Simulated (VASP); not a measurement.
# CdSe (Cadmoselite) (P6_3mc) in VASP: notebook, part 2 of 2

VASP 6.6.1.

## Step 3: Single point, PBEsol

This run uses another cell than the first one, of 28.14 Å³/atom, 1.038 times its volume.

Contents of INCAR:

```
SYSTEM = CdSe
PREC     = Accurate       ! precision mode
ENCUT    = 520            ! plane-wave cutoff, eV
EDIFF    = 1E-6           ! SCF threshold, eV
ISMEAR   = -1             ! smearing method
SIGMA    = 0.02           ! smearing width, eV
LREAL    = .False.        ! projectors in reciprocal space
LASPH    = .True.         ! aspherical terms in the spheres
NELM     = 60             ! most SCF steps
ALGO     = Normal         ! electronic algorithm
ISIF     = 2              ! what is computed and relaxed
LWAVE    = .False.        ! write WAVECAR
LCHARG   = .False.        ! write CHGCAR
GGA      = PS             ! functional
NBANDS   = 26             ! bands
```

Contents of KPOINTS:

```
regular mesh
0
Gamma
  6 6 4
  0 0 0
```

Contents of POSCAR:

```
CdSe
1.0
    4.3029324469      0.0000000000      0.0000000000
   -2.1514662234      3.7264488098      0.0000000000
    0.0000000000      0.0000000000      7.0189897613
Cd Se
2 2
Direct
    0.3333333333      0.6666666667      0.0046040527
    0.6666666667      0.3333333333      0.5046040527
    0.3333333333      0.6666666667      0.3803959473
    0.6666666667      0.3333333333      0.8803959473
```

Potentials or basis: VASP PAW PBE potentials, release 64 (Cd, Se).

The run is started by

```bash
$ cat potpaw_PBE.64/Cd/POTCAR potpaw_PBE.64/Se/POTCAR > POTCAR
$ mpirun -np 1 vasp_std > vasp.out
```

OUTCAR:

```text
SYSTEM = CdSe
   PREC = Accurate
   ENCUT = 520
   EDIFF = 1E-6
   ISMEAR = -1
   LREAL = .False.
   LASPH = .True.
   NELM = 60
   ISIF = 2
   GGA = PS

 ion  position               nearest neighbor table
   1  0.333  0.667  0.005-   4 2.63   4 2.63   4 2.63   3 2.64
   2  0.667  0.333  0.505-   3 2.63   3 2.63   3 2.63   4 2.64
   3  0.333  0.667  0.380-   2 2.63   2 2.63   2 2.63   1 2.64
   4  0.667  0.333  0.880-   1 2.63   1 2.63   1 2.63   2 2.64

  LATTYP: Found a hexagonal cell.
 ALAT       =     4.3029324469
 C/A-ratio  =     1.6312107726

  Lattice vectors:

 A1 = (   4.3029324469,   0.0000000000,   0.0000000000)
 A2 = (  -2.1514662234,   3.7264488098,   0.0000000000)
 A3 = (   0.0000000000,   0.0000000000,   7.0189897613)

Analysis of symmetry for initial positions (statically):
=====================================================================
 Subroutine PRICEL returns:
 Original cell was already a primitive cell.

 Routine SETGRP: Setting up the symmetry group for a
 hexagonal supercell.

 Subroutine GETGRP returns: Found 12 space group operations
 (whereof  6 operations were pure point group operations)
 out of a pool of 24 trial point group operations.

The static configuration has the point symmetry C_3v.
 The point group associated with its full space group is C_6v.

Analysis of symmetry for dynamics (positions and initial velocities):
=====================================================================
 Subroutine PRICEL returns:
 Original cell was already a primitive cell.

 Routine SETGRP: Setting up the symmetry group for a
 hexagonal supercell.

 Subroutine GETGRP returns: Found 12 space group operations
 (whereof  6 operations were pure point group operations)
 out of a pool of 24 trial point group operations.

The dynamic configuration has the point symmetry C_3v.
 The point group associated with its full space group is C_6v.

 Subroutine INISYM returns: Found 12 space group operations
 (whereof  6 operations are pure point group operations),
[... 114 lines left out ...]
   IMIX   =      4    mixing-type and parameters
     AMIX     =   0.40;   BMIX     =  1.00
     AMIX_MAG =   1.60;   BMIX_MAG =  1.00
  volume/ion in A,a.u.               =      28.14       189.88
  Fermi-wavevector in a.u.,A,eV,Ry     =   1.119603  2.115744 17.055065  1.253512
  Thomas-Fermi vector in A             =   2.256244
   LORBIT       =      0    0 simple, 1 ext, 2 COOP (PROOUT), +10 PAW based schemes
   GGA     = PS    functional components
   LHFCALC =     F    Hartree Fock is set to
   AEXX    =    0.0000 exact exchange contribution
   IVDW    =     0    specifies the selected vdW correction
   LEPSILON=     F    determine dielectric tensor
   LRPA    =     F    only Hartree local field effects (RPA)
 non-spin polarized calculation
  energy-cutoff  :      520.00
  volume of cell :      112.55
 maximum number of plane-waves:      3042
   NGX = 17   NGY = 17   NGZ = 27

 number of electron      35.9999992 magnetization

 Free energy of the ion-electron system (eV)
  ---------------------------------------------------
  ext. energy  EPLUGINS =         0.00000000
  ---------------------------------------------------
  free energy    TOTEN  =       -12.34673077 eV

  energy without entropy =      -12.34673075  energy(sigma->0) =      -12.34673076

 E-fermi :   1.0935     XC(G=0):  -9.0892

 val. band max:        0.8164090905   @ k =   0.0000   0.0000   0.0000
 cond. band min:       1.3558029613   @ k =   0.0000   0.0000   0.0000
 fundamental gap:      0.5393938708
 Fermi energy:         1.0934760588

 k-point     1 :       0.0000    0.0000    0.0000
  band No.  band energies     occupation
      1     -11.8128      2.00000
      2     -11.4273      2.00000
      3      -7.0917      2.00000
      4      -7.0845      2.00000
      5      -7.0845      2.00000
      6      -7.0160      2.00000
[... 598 lines left out ...]
     25       9.5693      0.00000
     26       9.5722      0.00000

------------------------ aborting loop because EDIFF is reached ----------------------------------------

  FORCE on cell =-STRESS in cart. coord.  units (eV):
  Direction    XX          YY          ZZ          XY          YZ          ZX
  --------------------------------------------------------------------------------------
  -------------------------------------------------------------------------------------
  Total        0.2350304      0.2350304      0.2355980      0.0000000      0.0000000      0.0000000
  in kB        3.3458029      3.3458029      3.3538830      0.0000000      0.0000000      0.0000000
  external PRESSURE =       3.3484963 kB  Pullay stress =       0.0000000 kB

 VOLUME and BASIS-vectors are now :
 -----------------------------------------------------------------------------
  energy-cutoff  :      520.00
  volume of cell :      112.55
      direct lattice vectors                 reciprocal lattice vectors
     4.302932447  0.000000000  0.000000000     0.232399651  0.134176001  0.000000000
    -2.151466223  3.726448810  0.000000000     0.000000000  0.268352002  0.000000000
     0.000000000  0.000000000  7.018989761     0.000000000  0.000000000  0.142470645

 POSITION                                       TOTAL-FORCE (eV/Angst)
 -----------------------------------------------------------------------------------
     -0.00000      2.48430      0.03232         0.000000     -0.000000      0.001171
      2.15147      1.24215      3.54181        -0.000000      0.000000      0.001171
     -0.00000      2.48430      2.67000         0.000000      0.000000     -0.001171
      2.15147      1.24215      6.17949         0.000000     -0.000000     -0.001171
 -----------------------------------------------------------------------------------
    total drift:                               -0.000000     -0.000000      0.000137

  FREE ENERGIE OF THE ION-ELECTRON SYSTEM (eV)
  ---------------------------------------------------
  free  energy   TOTEN  =       -12.3467307662 eV

  energy  without entropy=      -12.3467307500  energy(sigma->0) =      -12.34673076
```

OSZICAR:

```text
N       E                     dE             d eps       ncg     rms          rms(c)
DAV:   1     0.238064235208E+03    0.23806E+03   -0.16958E+04  1092   0.124E+03
DAV:   2    -0.562589289770E+00   -0.23863E+03   -0.23084E+03  1180   0.309E+02
DAV:   3    -0.130055665691E+02   -0.12443E+02   -0.12374E+02  1300   0.703E+01
DAV:   4    -0.131077012856E+02   -0.10213E+00   -0.10204E+00  1216   0.606E+00
DAV:   5    -0.131082839359E+02   -0.58265E-03   -0.58264E-03  1240   0.443E-01    0.843E+00
DAV:   6    -0.123878063291E+02    0.72048E+00   -0.13188E+00  1372   0.121E+01    0.674E+00
DAV:   7    -0.123506866176E+02    0.37120E-01   -0.47422E-01  1160   0.359E+00    0.282E+00
DAV:   8    -0.123471721603E+02    0.35145E-02   -0.52116E-02  1148   0.235E+00    0.353E-01
DAV:   9    -0.123466360881E+02    0.53607E-03   -0.70366E-03  1196   0.995E-01    0.105E-01
DAV:  10    -0.123466774908E+02   -0.41403E-04   -0.67893E-04  1160   0.277E-01    0.605E-02
DAV:  11    -0.123467414804E+02   -0.63990E-04   -0.18135E-04  1170   0.903E-02    0.279E-02
DAV:  12    -0.123467290178E+02    0.12463E-04   -0.47803E-05  1180   0.759E-02    0.944E-03
DAV:  13    -0.123467318827E+02   -0.28649E-05   -0.13766E-05  1132   0.163E-02    0.101E-02
DAV:  14    -0.123467307305E+02    0.11522E-05   -0.27762E-06  1016   0.129E-02    0.400E-03
DAV:  15    -0.123467307662E+02   -0.35717E-07   -0.27589E-07   568   0.291E-03
   1 F= -.12346731E+02 E0= -.12346731E+02  d E =-.162644E-07
```

Wall time 53 s (1 thread of Intel Xeon Platinum 8259CL at 2.50GHz (Skylake/Cascade Lake), shared host); peak memory 0.24 GiB.

Results:

* Free energy: -12.3467 eV
* Pressure: 0.3 GPa
* Band gap on the k mesh: 0.54 eV, direct

Levels at points of the mesh, in eV from the valence-band top:
```
           k point  band 16  band 17  band 18  band 19  band 20  band 21
(0.00, 0.00, 0.00)    -0.05     0.00     0.00     0.54     2.09     5.77
(0.50, 0.00, 0.00)    -1.89    -1.37    -0.77     3.13     3.22     4.66
(0.00, 0.00, 0.50)    -0.41    -0.41    -0.41     2.27     2.27     5.75
(0.50, 0.00, 0.50)    -1.39    -1.37    -1.37     2.82     2.82     4.75
```

Caveat: the PAW data sets were made with another functional, which shifts forces and pressure a little.

## Step 4: Single point, PBE

This run uses another cell than the first one, of 29.76 Å³/atom, 1.097 times its volume.

Contents of INCAR:

```
SYSTEM = CdSe
PREC = Accurate
ENCUT = 520
EDIFF = 1E-6
ISMEAR = -1
SIGMA = 0.02
LREAL = .False.
LASPH = .True.
NELM = 80
ALGO = Normal
ISIF = 2
LWAVE = .False.
LCHARG = .True.
GGA = PE
LELF = .True.
LVHAR = .True.
NBANDS = 26
```

KPOINTS is that of step 3.

Contents of POSCAR:

```
CdSe
1.0
    4.3833795238      0.0000000000      0.0000000000
   -2.1916897619      3.7961180221      0.0000000000
    0.0000000000      0.0000000000      7.1535456943
Cd Se
2 2
Direct
    0.3333333333      0.6666666667      0.0045810804
    0.6666666667      0.3333333333      0.5045810804
    0.3333333333      0.6666666667      0.3804189196
    0.6666666667      0.3333333333      0.8804189196
```

The run is started by

```bash
$ cat potpaw_PBE.64/Cd/POTCAR potpaw_PBE.64/Se/POTCAR > POTCAR
$ mpirun -np 1 vasp_std > vasp.out
```

Run time: 64 s. Hardware: 1 thread of Intel Xeon Platinum 8259CL at 2.50GHz (Skylake/Cascade Lake), shared host; peak memory 0.27 GiB.

It converged, with:

| Item | Value |
| --- | --- |
| Free energy | -10.9908 eV |
| Pressure | 0.2 GPa |
| Largest force | 0.003 eV/Å |
| Band gap on the k mesh | 0.54 eV, direct |

Forces on the atoms (eV/Å):
```
Cd   0.000  0.000  0.003
Cd   0.000  0.000  0.003
Se   0.000  0.000 -0.003
Se   0.000  0.000 -0.003
```

Levels at points of the mesh, in eV from the valence-band top:
```
           k point  band 16  band 17  band 18  band 19  band 20  band 21
(0.00, 0.00, 0.00)    -0.04     0.00     0.00     0.54     2.14     5.85
(0.50, 0.00, 0.00)    -1.68    -1.20    -0.68     3.09     3.33     4.78
(0.00, 0.00, 0.50)    -0.36    -0.36    -0.36     2.26     2.26     5.76
(0.50, 0.00, 0.50)    -1.24    -1.22    -1.22     2.90     2.90     4.83
```

## Step 5: Single point, r2SCAN

This run uses another cell than the first one, of 28.87 Å³/atom, 1.065 times its volume.

Contents of POSCAR:

```
CdSe
1.0
    4.3407184403      0.0000000000      0.0000000000
   -2.1703592202      3.7591724400      0.0000000000
    0.0000000000      0.0000000000      7.0766648652
Cd Se
2 2
Direct
    0.3333333333      0.6666666667      0.0045236756
    0.6666666667      0.3333333333      0.5045236756
    0.3333333333      0.6666666667      0.3804763244
    0.6666666667      0.3333333333      0.8804763244
```

Contents of INCAR.step1:

```
  ALGO = Normal
  EDIFF = 1E-4
  ENCUT = 520
  GGA = PE
  ISMEAR = -1
  LASPH = T
  LCHARG = F
  LREAL = F
  LWAVE = T
  NBANDS = 26
  NELM = 80
  PREC = Accurate
  SIGMA = 0.02
```

Contents of INCAR.step2:

```
  ALGO = Normal
  EDIFF = 1E-6
  ENCUT = 520
  ISIF = 2
  ISMEAR = -1
  ISTART = 1
  LASPH = T
  LCHARG = T
  LELF = T
  LMIXTAU = T
  LREAL = F
  LVHAR = T
  LWAVE = F
  METAGGA = R2SCAN
  NBANDS = 26
  NELM = 80
  PREC = Accurate
  SIGMA = 0.02
```

Contents of KPOINTS:

```
k-points
0
Gamma
  6 6 4
```

The run is started by

```bash
$ cat potpaw_PBE.64/Cd/POTCAR potpaw_PBE.64/Se/POTCAR > POTCAR
$ cp INCAR.step1 INCAR
$ mpirun -np 1 vasp_std > vasp.out
$ cp INCAR.step2 INCAR
$ mpirun -np 1 vasp_std > vasp.out
```

It took 2.6 min on 1 thread of Intel Xeon Platinum 8259CL at 2.50GHz (Skylake/Cascade Lake), shared host; peak memory 0.26 GiB.

The run converged. Its results:

```yaml
Free_energy: -71.8298 eV
Pressure: 0.2 GPa
Band_gap_on_the_k_mesh: 1.09 eV, direct
```

Levels at points of the mesh, in eV from the valence-band top:
```
           k point  band 16  band 17  band 18  band 19  band 20  band 21
(0.00, 0.00, 0.00)    -0.04     0.00     0.00     1.09     2.64     6.38
(0.50, 0.00, 0.00)    -1.80    -1.28    -0.73     3.63     3.71     5.09
(0.00, 0.00, 0.50)    -0.38    -0.38    -0.38     2.78     2.78     6.27
(0.50, 0.00, 0.50)    -1.31    -1.31    -1.31     3.33     3.33     5.27
```

Caveat: the PAW data sets were made with another functional, which shifts forces and pressure a little.

## Step 6: The runs side by side

```csv
level,potentials or basis,cell,gap on the mesh (eV),pressure (GPa)
LDA,"VASP PAW LDA potentials, release 64 (Cd, Se)","a = 4.249, b = 4.249, c = 6.936 Å, angles 90.0, 90.0, 120.0°, 4 atoms",0.50,0.5
PBEsol,"VASP PAW PBE potentials, release 64 (Cd, Se)","a = 4.303, b = 4.303, c = 7.019 Å, angles 90.0, 90.0, 120.0°, 4 atoms",0.54,0.3
PBE,"VASP PAW PBE potentials, release 64 (Cd, Se)","a = 4.383, b = 4.383, c = 7.154 Å, angles 90.0, 90.0, 120.0°, 4 atoms",0.54,0.2
r2SCAN,"VASP PAW PBE potentials, release 64 (Cd, Se)","a = 4.341, b = 4.341, c = 7.077 Å, angles 90.0, 90.0, 120.0°, 4 atoms",1.09,0.2
```

Alike in all rows: task single point; no spin polarisation; k mesh 6 × 6 × 4; cutoff (eV) 520; smearing fermi-dirac 0.02 eV.

Caveats: the PAW data sets were made with another functional, which shifts forces and pressure a little (some runs).

Total energies depend on the potentials used, so only differences within one code and one set of settings carry meaning.

## Step 7: Against experiment

Step 2. Measured gap of CdSe: 1.841 eV (2 K; a printed reference work, data compilation). This calculation gives 0.50 eV (-1.35 eV). So large a miss can be the level of theory's own, or it may mean another phase, state or a wrong row. Spin-orbit coupling on Cd, Se is left out. The value is that of LDA, without temperature or zero-point motion. Semilocal functionals fall short of measured gaps as a rule.

Step 3. A measured gap of CdSe is 1.841 eV (2 K; a printed reference work, data compilation); the calculated 0.54 eV misses it by -1.30 eV. So large a miss can be the level of theory's own, or it may mean another phase, state or a wrong row. Spin-orbit coupling on Cd, Se is left out. The value is that of PBEsol, without temperature or zero-point motion. Semilocal functionals fall short of measured gaps as a rule.

Step 4. A measured gap of CdSe is 1.841 eV (2 K; a printed reference work, data compilation); the calculated 0.54 eV misses it by -1.30 eV. So large a miss can be the level of theory's own, or it may mean another phase, state or a wrong row. Spin-orbit coupling on Cd, Se is left out. The value is that of PBE, without temperature or zero-point motion. Semilocal functionals fall short of measured gaps as a rule.

Step 5. Measured gap of CdSe: 1.841 eV (2 K; a printed reference work, data compilation). This calculation gives 1.09 eV (-0.75 eV). Spin-orbit coupling on Cd, Se is left out. The value is that of r2SCAN, without temperature or zero-point motion.
